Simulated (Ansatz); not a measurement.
## AgBr: band structure with SVWN5

AgBr:

```
CELL_PARAMETERS angstrom
0.00000 2.87015 2.87015
2.87015 0.00000 2.87015
2.87015 2.87015 0.00000
ATOMIC_POSITIONS crystal
Ag 0.00000 0.00000 0.00000
Br 0.50000 0.50000 0.50000
```

```json
{
  "Program": "Ansatz 0.2.0",
  "Task": "band structure",
  "Functional": "SVWN5",
  "Potentials or basis": "Ansatz PAW",
  "Cutoff": "420 eV (not typed: the program's choice for these potentials)",
  "k mesh": "8 × 8 × 8",
  "Occupations": "fermi-dirac, width 0.05 eV",
  "Spin": "no spin polarisation",
  "Path": "[[\"G\", \"X\", \"W\", \"K\", \"G\", \"L\", \"U\", \"W\", \"L\", \"K\"], [\"U\", \"X\"]]",
  "Points for each segment of the path": "14"
}
```

| Property | Result |
| --- | --- |
| Pressure | -4.3 GPa |
| Band gap on the k mesh | 0.38 eV, indirect (least direct gap 2.31 eV) |
| Band gap along the path | 0.38 eV, indirect (least direct gap 2.31 eV) |

Levels at the corners of the path, in eV from the valence-band top:
```tsv
point	band 9	band 10	band 11	band 12	band 13	band 14	band 15	band 16	band 17	band 18
Γ	-2.85	-2.85	-1.93	-1.93	-1.93	0.38	9.85	9.85	9.85	10.89
X	-2.86	-2.69	-2.43	-2.43	-2.34	1.35	6.94	8.84	10.80	10.80
W	-2.43	-2.43	-2.33	-2.33	-1.60	3.60	6.92	7.51	7.51	12.66
K	-2.70	-2.48	-2.26	-2.08	-1.23	2.74	6.67	8.05	9.00	10.51
Γ	-2.85	-2.85	-1.93	-1.93	-1.93	0.38	9.85	9.85	9.85	10.89
L	-2.54	-2.54	-2.20	0.00	0.00	3.50	6.37	6.59	6.59	12.01
U	-2.70	-2.48	-2.26	-2.08	-1.23	2.74	6.67	8.05	9.00	10.51
W	-2.43	-2.43	-2.33	-2.33	-1.60	3.60	6.92	7.51	7.51	12.66
L	-2.54	-2.54	-2.20	0.00	0.00	3.50	6.37	6.59	6.59	12.01
K	-2.70	-2.48	-2.26	-2.08	-1.23	2.74	6.67	8.05	9.00	10.51
U	-2.70	-2.48	-2.26	-2.08	-1.23	2.74	6.67	8.05	9.00	10.51
X	-2.86	-2.69	-2.43	-2.43	-2.34	1.35	6.94	8.84	10.80	10.80
```

It took 2.4 s on 2 threads of AMD EPYC 7B13 (Zen 3), with other jobs on the host, peak memory 0.42 GiB.

Caveat: the PAW data sets come from PBE, with cores solved anew for the run's functional, which leaves a small shift of forces and pressure.
